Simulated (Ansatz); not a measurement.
The standard entropy of C2H2Cl2 (cis-1,2-Dichloroethene) from a frequency calculation

A singlet with charge 0, relaxed at PBE/def2-SVP (Ansatz 0.2.0):

```xyz
6

Cl    0.7214   -1.8988   -0.4541
C     0.6516   -0.2288   -0.0298
C    -0.4847    0.4822    0.1020
Cl   -2.0717   -0.1513   -0.1299
H     1.6289    0.2494    0.1355
H    -0.4454    1.5472    0.3762
```

Harmonic wavenumbers in cm⁻¹: 156, 406, 564, 677, 716, 843, 846, 1154, 1252, 1611, 3133, 3152.

Masses in u: Cl 35.45, C 12.011, H 1.008. Take T = 298.15 K, p = 1 bar, R = 8.3145 J/(mol K), kT/hc = 207.22 cm⁻¹, rigid rotor and harmonic oscillator.

Problem. Work out S° at 298 K.

Solution. 
1. Translation (Sackur–Tetrode): S = R[3/2 ln M + 5/2 ln T − 1.1517] with M = 96.938 gives 165.9 J/(mol K).
2. Rotation: principal moments 44.023, 208.212, 252.235 u Å² give A, B, C = 0.3829, 0.081, 0.0668 cm⁻¹; the symmetry number is σ = 2; q = (√π/σ)√((kT/hc)³/ABC) = 58079; S = R(ln q + 3/2) = 103.7.
3. Vibration: with u = ν̃/207.22, each mode gives R[u/(eᵘ − 1) − ln(1 − e⁻ᵘ)]; the sum is 21.4, most from 156 cm⁻¹ (10.9), 406 cm⁻¹ (3.9), 564 cm⁻¹ (2.2).
4. Spin: R ln 1 = 0.0.
5. Sum: 165.9 + 103.7 + 21.4 + 0.0 = 291.0 J/(mol K).

The tabulated value is 289.6 J/(mol K) (CRC Handbook of Chemistry and Physics): the model is off by +1.4. Where a soft mode is a torsion, a harmonic oscillator describes it poorly.
